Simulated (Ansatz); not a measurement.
**Ga: how the settings move a single-point run**

How sensitive is a single-point run of Ga to its settings? A reference run comes first, then one run with altered input.

Computed with Ansatz 0.2.0 (reference: DFT, r2SCAN, PAW with Ansatz's default frozen-core files, scalar-relativistic, unless a step's input says otherwise).

1 further run of the same task is left out (it didn't finish). Runs told in other sessions of the task aren't counted.

### Step 1. The starting structure

The structure is monoclinic, space group C2/c (No. 15). The conventional cell has a = 2.766 Å, b = 8.053 Å, c = 3.332 Å, α = 90.00°, β = 92.02°, γ = 90.00°. Ga (site symmetry 2) has 8 Ga at 2.69 to 2.92 Å in its first shell of neighbours.

As a file:

```
Ga
1.0
     1.38300   -4.02650    0.00000
     1.38300    4.02650    0.00000
    -0.11745    0.00000    3.32993
Ga
2
Direct
  0.86900 0.13100 0.25000
  0.13100 0.86900 0.75000
```

### Step 2. The reference run

Contents of input.yaml:

```yaml
crystal:
  lattice:
    - [1.383, -4.0265, 0.0]
    - [1.383, 4.0265, 0.0]
    - [-0.11745, 0.0, 3.32993]
  atoms:
    - { symbol: Ga, position: [0.869, 0.131, 0.25] }
    - { symbol: Ga, position: [0.131, 0.869, 0.75] }
kpoints:
  mp_grid: { grid: [14, 14, 11] }
  band_path:
    path:
      - [0.0, 0.0, 0.0]
      - [-0.5, 0.5, 0.0]
      - [-0.5, 0.5, 0.5]
      - [0.0, 0.0, 0.5]
      - [0.0, 0.0, 0.0]
      - [-0.5, 0.0, 0.5]
      - [0.0, 0.0, 0.0]
      - [-0.5, 0.0, 0.0]
    npoints: 5
scf:
  occupations: { method: fermi_dirac, width: 0.05 }
hamiltonian:
  xc: r2scan
  pseudopotentials: { kind: paw }
output:
  forces: true
  stress: true
  eigenvalues: true
  efg: { contact_densities: true }
  write_density: true
  write_potential: true
  elf: true
  volumetric_format: npy
```

Run with:

```
$ ansatz run input.yaml --threads 1 --pin off --max-ram 2048MiB --backend cpu --events-out ev --progress --plain --runs-dir out
```

### Step 3. Changed: ecutwfc 200 eV, ecutrho_ratio 4

Changes to input.yaml since step 2:

```diff
@@ -31,5 +31,4 @@
   efg: { contact_densities: true }
-  write_density: true
-  write_potential: true
-  elf: true
-  volumetric_format: npy
+basis:
+  ecutwfc: "200 eV"
+  ecutrho_ratio: 4
```

**Question.** What will these runs give? Wanted: for each run, ending; energy change; pressure; gap; force.

**Answer**, as computed:

```
                               run     ending  energy change  pressure (GPa)  gap (eV)  force (eV/Å)  cycles  time
                         reference  converged              0            -1.3      0.00          0.20       7  66 s
1: ecutwfc 200 eV, ecutrho_ratio 4  converged  +8.52 eV/atom            -2.3      0.00          0.61       8  21 s
```

Times don't compare one to one where runs were asked for different outputs or read a saved state (see the inputs); cycles may leave out searches for a lower state.

Residual by cycle in the longest SCF loop of each run; runs are numbered as in the table. The quantity is the density residual dr2, in eV.

```
cycle  reference    run 1
    1     0.0187     0.63
    2     0.0022   0.0932
    3    0.00147   0.0904
    4     2.3e-4  0.00662
    5     1.8e-5   4.6e-4
    6     2.8e-7   1.9e-5
    7     6.6e-9   2.7e-6
    8          -   7.6e-8
```

Changing the cutoff and numerical grids moves the energy by +8.52 eV/atom, and the pressure goes from -1.3 to -2.3 GPa and the largest force goes from 0.20 to 0.61 eV/Å. The log warns that the cutoff is under what these potentials recommend, so the shift holds truncation error. Run 1 ran under the cutoff that the potentials recommend, as the log warns, so basis error is mixed into its values.
